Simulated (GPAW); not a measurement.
Crystal: TaN.

```
CELL_PARAMETERS angstrom
5.19100 0.00000 0.00000
-2.59550 4.49554 0.00000
0.00000 0.00000 2.90800
ATOMIC_POSITIONS crystal
Ta 0.66667 0.33333 0.50000
Ta 0.33333 0.66667 0.50000
Ta 0.00000 0.00000 0.00000
N 0.00000 0.50000 0.00000
N 0.50000 0.50000 0.00000
N 0.50000 0.00000 0.00000
```

Program: GPAW 26.7.0. Alike in all runs: no spin polarisation; cell as given; cutoff (eV) 800; smearing fermi-dirac 0.05 eV.

**Question.** Order these runs on this cell by their pressure, lowest first.
A. level r2SCAN; potentials or basis GPAW PAW data sets (gpaw-data 1.2.1), pw; k mesh 4 × 4 × 6; band path GMKGALHA,LM,KH; band points 60; mesh quality coarse
B. level PBEsol; potentials or basis PAW data sets generated in the run's folder for this functional, pw; k mesh 6 × 6 × 9; mesh quality not flagged
C. level LDA; potentials or basis the program's PAW data sets (release 1.2.1) made for this functional, pw; k mesh 4 × 4 × 6; band path GMKGALHA,LM,KH; band points 60; mesh quality coarse

**Answer.** C (-6.8 GPa), B (0.6 GPa), A (5.1 GPa).

Caveats: some runs use coarse meshes; the PAW data sets were made with another functional, which shifts forces and pressure a little (some runs).

Not every run made on this cell is shown here.
